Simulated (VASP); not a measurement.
# MgB2 (P-1) in VASP: a series of runs

The runs below take MgB2 through single point, relaxation of the atoms, with r2SCAN.

All numbers are computed with VASP 6.6.1; they aren't measurements. Logs are shortened: lines on timing, memory, paths and dates and some standing lists are left out, and cuts for length are marked.

### 1 Starting point

The typed cell holds 3 atoms: a = 3.218 Å, b = 3.318 Å, c = 3.547 Å, α = 88.67°, β = 89.98°, γ = 122.12°.

The cell was built by a generator and needn't be a form met in nature.

### 2 Single point, r2SCAN

File POSCAR:

```
MgB2
1.0
    3.2166132800     -0.0892526400      0.0012509500
   -1.6856015500      2.8573589100      0.0372867500
    0.0014287900      0.0499924100      3.5469829100
Mg B
1 2
Direct
    0.9907082351      0.0081131055      0.9955124198
    0.3187188910      0.6763518395      0.4954963046
    0.6627268740      0.3398830551      0.4954942755
```

File INCAR.step1:

```
PREC = Accurate
ENCUT = 520
ISMEAR = 0
SIGMA = 0.046
LREAL = False
LASPH = True
NELM = 100
NBANDS = 11
GGA = PE
ALGO = Normal
EDIFF = 1E-4
LWAVE = True
LCHARG = False
```

File INCAR.step2:

```
PREC = Accurate
ENCUT = 520
EDIFF = 1E-6
ISMEAR = 0
SIGMA = 0.046
LREAL = False
LASPH = True
NELM = 100
ALGO = Normal
ISIF = 2
LWAVE = False
LCHARG = True
METAGGA = R2SCAN
LMIXTAU = True
LELF = True
LVHAR = True
NBANDS = 11
ISTART = 1
```

File KPOINTS:

```
Automatic mesh
0
Gamma
  7 6 5
  0 0 0.5
```

Potentials or basis: VASP PAW PBE potentials, release 64 (Mg, B).

Run with:

```
$ cat potpaw_PBE.64/Mg/POTCAR potpaw_PBE.64/B/POTCAR > POTCAR
$ cp INCAR.step1 INCAR
$ mpirun -np 1 vasp_std > vasp.out
$ cp INCAR.step2 INCAR
$ mpirun -np 1 vasp_std > vasp.out
```

OUTCAR:

```text
PREC = Accurate
   ENCUT = 520
   EDIFF = 1E-6
   ISMEAR = 0
   LREAL = False
   LASPH = True
   NELM = 100
   ISIF = 2
   METAGGA = R2SCAN
   ISTART = 1

 ion  position               nearest neighbor table
   1  0.991  0.008  0.996-   2 2.53   3 2.53   3 2.55   2 2.55   3 2.57   2 2.57   2 2.57   3 2.57
                             3 2.61   2 2.61   2 2.62   3 2.62
   2  0.319  0.676  0.495-   3 1.79   3 1.87   3 1.95   1 2.53   1 2.55   1 2.57   1 2.57   1 2.61
                             1 2.62
   3  0.663  0.340  0.495-   2 1.79   2 1.87   2 1.95   1 2.53   1 2.55   1 2.57   1 2.57   1 2.61
                             1 2.62

  LATTYP: Found a triclinic cell.
 ALAT       =     3.1635256272
 B/A-ratio  =     1.0171725879
 C/A-ratio  =     1.1213234548
 COS(alpha) =     0.0004004458
 COS(beta)  =     0.0247070236
 COS(gamma) =     0.4595061171

  Lattice vectors:

 A1 = (  -1.5310117300,  -2.7681062700,  -0.0385377000)
 A2 = (  -3.2166132800,   0.0892526400,  -0.0012509500)
 A3 = (  -0.0014287900,  -0.0499924100,  -3.5469829100)

Analysis of symmetry for initial positions (statically):
=====================================================================
 Subroutine PRICEL returns:
 Original cell was already a primitive cell.

 Routine SETGRP: Setting up the symmetry group for a
 triclinic supercell.

 Subroutine GETGRP returns: Found  1 space group operations
 (whereof  1 operations were pure point group operations)
 out of a pool of  2 trial point group operations.

The static configuration has the point symmetry C_1 .

Analysis of symmetry for dynamics (positions and initial velocities):
=====================================================================
 Subroutine PRICEL returns:
 Original cell was already a primitive cell.

 Routine SETGRP: Setting up the symmetry group for a
 triclinic supercell.

 Subroutine GETGRP returns: Found  1 space group operations
 (whereof  1 operations were pure point group operations)
 out of a pool of  2 trial point group operations.

The dynamic configuration has the point symmetry C_1 .

 Subroutine INISYM returns: Found  1 space group operations
 (whereof  1 operations are pure point group operations),
 and found     1 'primitive' translations

----------------------------------------------------------------------------------------

                                     Primitive cell

  volume of cell :      32.0607

  direct lattice vectors                    reciprocal lattice vectors
     3.216613280 -0.089252640  0.001250950     0.316061553  0.186485707 -0.002755710
    -1.685601550  2.857358910  0.037286750     0.009876285  0.355865217 -0.005019666
     0.001428790  0.049992410  3.546982910    -0.000215291 -0.003806712  0.281983488

  length of vectors
     3.217851549  3.317701437  3.547335485     0.366986945  0.356037625  0.282009264

  position of ions in fractional coordinates (direct lattice)
     0.990708235  0.008113106  0.995512420
     0.318718891  0.676351840  0.495496305
     0.662726874  0.339883055  0.495494276

  ion indices of the primitive-cell ions
   primitive index   ion index
                 1           1
                 2           2
                 3           3

----------------------------------------------------------------------------------------

 KPOINTS: Automatic mesh

Automatic generation of k-mesh.
 Grid dimensions read from file:
 generate k-points for:    7    6    5

 Generating k-lattice:

  Cartesian coordinates                     Fractional coordinates (reciprocal lattice)
     0.045151650  0.026640815 -0.000393673     0.142857143  0.000000000  0.000000000
     0.001646047  0.059310869 -0.000836611     0.000000000  0.166666667  0.000000000
    -0.000043058 -0.000761342  0.056396698     0.000000000  0.000000000  0.200000000

  Length of vectors
     0.052426706  0.059339604  0.056401853

  Shift w.r.t. Gamma in fractional coordinates (k-lattice)
     0.000000000  0.000000000  0.500000000

 Subroutine IBZKPT returns following result:
 ===========================================

 Found    106 irreducible k-points:

 Following reciprocal coordinates:
            Coordinates               Weight
  0.000000  0.000000  0.100000      2.000000
  0.142857 -0.000000  0.100000      2.000000
  0.285714  0.000000  0.100000      2.000000
  0.428571 -0.000000  0.100000      2.000000
 -0.428571  0.000000  0.100000      2.000000
 -0.285714  0.000000  0.100000      2.000000
[... 16 lines left out ...]
  0.142857  0.500000  0.100000      2.000000
  0.285714  0.500000  0.100000      2.000000
 [... further k-points ...]
   k-points           NKPTS =    106   k-points in BZ     NKDIM =    106   number of bands    NBANDS=     11
   number of dos      NEDOS =    301   number of ions     NIONS =      3
   total plane-waves  NPLWV =  18816
   dimension x,y,z NGX =    24 NGY =   28 NGZ =   28
   dimension x,y,z NGXF=    48 NGYF=   56 NGZF=   56
   ions per type =               1   2
   NGX,Y,Z   is equivalent  to a cutoff of  12.40, 14.03, 13.12 a.u.
   NGXF,Y,Z  is equivalent  to a cutoff of  24.80, 28.06, 26.24 a.u.
 SYSTEM =  unknown system
   PREC   = accura    normal or accurate (medium, high low for compatibility)
   ISTART =      1    job   : 0-new  1-cont  2-samecut
   ICHARG =      0    charge: 1-file 2-atom 10-const
   ISPIN  =      1    spin polarized calculation?
   LNONCOLLINEAR =      F non collinear calculations
   LSORBIT =      F    spin-orbit coupling
   LASPH  =      T    aspherical Exc in radial PAW
   ENCUT  =  520.0 eV  38.22 Ry    6.18 a.u.   5.98  6.17  6.60*2*pi/ulx,y,z
   NELM   =    100;   NELMIN=  2; NELMDL=  0     # of ELM steps
   EDIFF  = 0.1E-05   stopping-criterion for ELM
   LREAL  =      F    real-space projection
   EDIFFG = 0.1E-04   stopping-criterion for IOM
   NSW    =      0    number of steps for IOM
   IBRION =     -1    ionic relax: 0-MD 1-quasi-New 2-CG
   NFREE  =      0    steps in history (QN), initial steepest desc. (CG)
   ISIF   =      2    stress and relaxation
   ISYM   =      2    0-nonsym 1-usesym 2-fastsym
   POTIM  = 0.5000    time-step for ionic-motion
   TEBEG  =    0.0;   TEEND  =   0.0 temperature during run
   PSTRESS=    0.0 pullay stress
   NELECT =       8.0000    total number of electrons
   NUPDOWN=      -1.0000    fix difference up-down
   EMIN   =  10.00;   EMAX   =-10.00  energy-range for DOS
   EFERMI =   0.00;   METHOD = LEGACY
   ISMEAR =     0;   SIGMA  =   0.05  broadening in eV -4-tet -1-fermi 0-gaus
   EFERMI_NEDOS =   21; number of points for ismear=-14 and -15
   IALGO  =     38    algorithm
   IMIX   =      4    mixing-type and parameters
     AMIX     =   0.40;   BMIX     =  1.00
     AMIX_MAG =   1.60;   BMIX_MAG =  1.00
  volume/ion in A,a.u.               =      10.69        72.12
  Fermi-wavevector in a.u.,A,eV,Ry     =   1.030657  1.947659 14.452834  1.062253
  Thomas-Fermi vector in A             =   2.164766
   LORBIT       =      0    0 simple, 1 ext, 2 COOP (PROOUT), +10 PAW based schemes
   METAGGA = R2SCAN    functional components
   LHFCALC =     F    Hartree Fock is set to
   AEXX    =    0.0000 exact exchange contribution
   IVDW    =     0    specifies the selected vdW correction
   LEPSILON=     F    determine dielectric tensor
   LRPA    =     F    only Hartree local field effects (RPA)
 non-spin polarized calculation
 Gauss-broadening in eV      SIGMA  =   0.05
  energy-cutoff  :      520.00
  volume of cell :       32.06
 maximum number of plane-waves:       877
   NGX = 11   NGY = 13   NGZ = 13

 number of electron       8.0000000 magnetization

 Free energy of the ion-electron system (eV)
  ---------------------------------------------------
  ext. energy  EPLUGINS =         0.00000000
  ---------------------------------------------------
  free energy    TOTEN  =       -19.10512760 eV

  energy without entropy =      -19.10396771  energy(sigma->0) =      -19.10454765

 E-fermi :   4.5120     XC(G=0): -11.1215

 val. band max:        4.5077672600   @ k =  -0.4286  -0.1667   0.3000
 cond. band min:       4.5173922662   @ k =   0.2857   0.5000   0.5000
 fundamental gap:      0.0096250062
 Fermi energy:         4.5120146687

 k-point     1 :       0.0000    0.0000    0.1000
  band No.  band energies     occupation
      1      -7.8911      2.00000
      2       1.3932      2.00000
      3       4.6582      0.00001
      4       4.8808      0.00000
      5       7.9078      0.00000
      6       9.6091      0.00000
      7      10.6334      0.00000
      8      12.1258      0.00000
      9      14.1594      0.00000
     10      16.9672      0.00000
     11      19.6271      0.00000

 k-point     2 :       0.1429   -0.0000    0.1000
  band No.  band energies     occupation
      1      -7.5364      2.00000
      2       1.7796      2.00000
      3       3.2689      2.00000
      4       3.9820      2.00000
      5       8.1473      0.00000
      6       9.5694      0.00000
      7      11.5482      0.00000
      8      12.4087      0.00000
      9      13.5682      0.00000
     10      18.2718      0.00000
     11      18.9050      0.00000

 k-point     3 :       0.2857    0.0000    0.1000
  band No.  band energies     occupation
      1      -6.4751      2.00000
      2       0.4750      2.00000
      3       2.7356      2.00000
      4       2.8905      2.00000
      5       8.1051      0.00000
      6       9.4736      0.00000
      7      10.1743      0.00000
      8      14.3350      0.00000
      9      14.8529      0.00000
     10      16.9122      0.00000
     11      17.4351      0.00000
[... 267 lines left out ...]
 k-point    23 :       0.1429    0.5000    0.1000
  band No.  band energies     occupation
      1      -4.7895      2.00000
      2      -2.1858      2.00000
      3       1.0936      2.00000
      4       4.1817      2.00000
      5       7.6986      0.00000
      6      10.1090      0.00000
      7      11.2096      0.00000
      8      13.0065      0.00000
      9      14.6228      0.00000
     10      17.5557      0.00000
     11      18.0515      0.00000

 k-point    24 :       0.2857    0.5000    0.1000
  band No.  band energies     occupation
      1      -4.9982      2.00000
      2      -1.4367      2.00000
      3       0.2442      2.00000
      4       4.0212      2.00000
      5       8.0151      0.00000
      6      10.5541      0.00000
      7      12.2901      0.00000
      8      12.8573      0.00000
      9      14.5017      0.00000
     10      16.1229      0.00000
     11      17.6171      0.00000

 [... further k-points ...]
[... 5 lines left out ...]
  --------------------------------------------------------------------------------------
  -------------------------------------------------------------------------------------
  Total       -3.9880272     -4.5973050     -0.7048392      1.7163470     -0.3492441     -0.0315862
  in kB     -199.2949792   -229.7426142    -35.2231562     85.7715673    -17.4528864     -1.5784666
  external PRESSURE =    -154.7535832 kB  Pullay stress =       0.0000000 kB

 VOLUME and BASIS-vectors are now :
 -----------------------------------------------------------------------------
  energy-cutoff  :      520.00
  volume of cell :       32.06
      direct lattice vectors                 reciprocal lattice vectors
     3.216613280 -0.089252640  0.001250950     0.316061553  0.186485707 -0.002755710
    -1.685601550  2.857358910  0.037286750     0.009876285  0.355865217 -0.005019666
     0.001428790  0.049992410  3.546982910    -0.000215291 -0.003806712  0.281983488

 POSITION                                       TOTAL-FORCE (eV/Angst)
 -----------------------------------------------------------------------------------
      3.17447     -0.01547      3.53261         0.000060     -0.000121     -0.000089
     -0.11416      1.92890      1.78313         0.000922      0.010145      0.000002
      1.55954      0.93679      1.77101        -0.000982     -0.010024      0.000087
 -----------------------------------------------------------------------------------
    total drift:                               -0.000278     -0.000582      0.000807

  FREE ENERGIE OF THE ION-ELECTRON SYSTEM (eV)
  ---------------------------------------------------
  free  energy   TOTEN  =       -19.1051275966 eV

  energy  without entropy=      -19.1039677086  energy(sigma->0) =      -19.10454765
```

Wall time 59 s (1 thread of Intel Xeon Platinum 8488C (Sapphire Rapids), shared host); peak memory 0.17 GiB.

Results:

* Free energy: -19.1051 eV
* Pressure: -15.5 GPa
* Largest force: 0.010 eV/Å
* Band gap on the k mesh: none (metal or under the smearing width)

Forces in eV/Å, atoms in the order of the input:
```
Mg   0.000  0.000  0.000
B    0.001  0.010  0.000
B   -0.001 -0.010  0.000
```

Caveat: the k mesh is coarse (spacing up to 0.37 Å⁻¹), so the values aren't converged; so large a pressure means that the cell lies far from this level's equilibrium, or that cutoff or potentials fall short; the potentials were made for another functional, which shifts forces and pressure.

### 3 Relaxation of the atoms, r2SCAN

File POSCAR:

```
MgB2
1.0
    3.2166132800     -0.0892526400      0.0012509500
   -1.6856015500      2.8573589100      0.0372867500
    0.0014287900      0.0499924100      3.5469829100
Mg B
1 2
Direct
    0.9727390000      0.0135360000      0.9922770000
    0.3345810000      0.6653620000      0.4937000000
    0.6648340000      0.3454500000      0.5005260000
```

File INCAR.step1:

```
  PREC = Accurate
  ENCUT = 520
  ISMEAR = 0
  SIGMA = 0.046
  LREAL = False
  LASPH = True
  NELM = 100
  GGA = PE
  ALGO = Normal
  EDIFF = 1E-4
  LWAVE = True
  LCHARG = False
```

File INCAR.step2:

```
  PREC = Accurate
  ENCUT = 520
  EDIFF = 1E-7
  ISMEAR = 0
  SIGMA = 0.046
  LREAL = False
  LASPH = True
  NELM = 100
  ALGO = Normal
  ISIF = 2
  LWAVE = False
  LCHARG = False
  METAGGA = R2SCAN
  LMIXTAU = True
  IBRION = 2
  NSW = 60
  EDIFFG = -0.01
  ISTART = 1
```

KPOINTS is that of step 2.

Potentials or basis: VASP PAW PBE potentials, release 64 (Mg, B).

Run with:

```
$ cat potpaw_PBE.64/Mg/POTCAR potpaw_PBE.64/B/POTCAR > POTCAR
$ cp INCAR.step1 INCAR
$ mpirun -np 1 vasp_std > vasp.out
$ cp INCAR.step2 INCAR
$ mpirun -np 1 vasp_std > vasp.out
```

Run time: 6 min. Hardware: 1 thread of Intel Xeon Platinum 8488C (Sapphire Rapids), shared host; peak memory 0.17 GiB.

Results (log left out):

```yaml
Free_energy: -19.1051 eV
Energy_gained_by_relaxing: 14.6 meV/atom
Ionic_steps: 11
Pressure_after_relaxing: -15.5 GPa
Largest_force_after_relaxing: 0.007 eV/Å
Band_gap_on_the_k_mesh: none (metal or under the smearing width)
```

Forces in eV/Å, atoms in the order of the input:
```
Mg   0.002 -0.005 -0.002
B   -0.004  0.004 -0.002
B    0.002  0.000  0.004
```

Stress tensor (GPa, compression positive):
```
-19.88   8.57  -0.16
  8.57 -23.02  -1.76
 -0.16  -1.76  -3.54
```

The path:
| step | energy change (eV) | largest force (eV/Å) | pressure (GPa) |
| --- | --- | --- | --- |
| 1 | 0.0000 | 0.5111 | -15.54 |
| 2 | -0.0200 | 0.4402 | -15.59 |
| 3 | -0.0349 | 0.3612 | -15.35 |
| 4 | -0.0416 | 0.1608 | -15.24 |
| 5 | -0.0416 | 0.1701 | -15.25 |
| 6 | -0.0436 | 0.0345 | -15.44 |
| 7 | -0.0436 | 0.0276 | -15.46 |
| 8 | -0.0436 | 0.0271 | -15.46 |
| 9 | -0.0437 | 0.0146 | -15.48 |
| 10 | -0.0437 | 0.0144 | -15.49 |
| 11 | -0.0437 | 0.0065 | -15.48 |

Final structure:
```
Mg B
1.0
     3.21661   -0.08925    0.00125
    -1.68560    2.85736    0.03729
     0.00143    0.04999    3.54698
Mg B
1 2
Direct
  0.99076 0.00845 0.99563
  0.31895 0.67651 0.49549
  0.66244 0.33939 0.49538
```

Levels at points of the mesh, in eV from the Fermi level:
```tsv
k point	band 1	band 2	band 3	band 4	band 5	band 6	band 7	band 8
(0.00, 0.00, 0.50)	-11.23	-7.05	0.49	0.80	5.58	6.69	7.59	8.89
(0.00, 0.50, 0.50)	-7.88	-6.91	-3.41	-1.74	-1.17	5.31	8.81	8.89
```

Caveat: the k mesh is coarse (spacing up to 0.37 Å⁻¹), so the values aren't converged; the PAW data sets were made with another functional, which shifts forces and pressure a little.
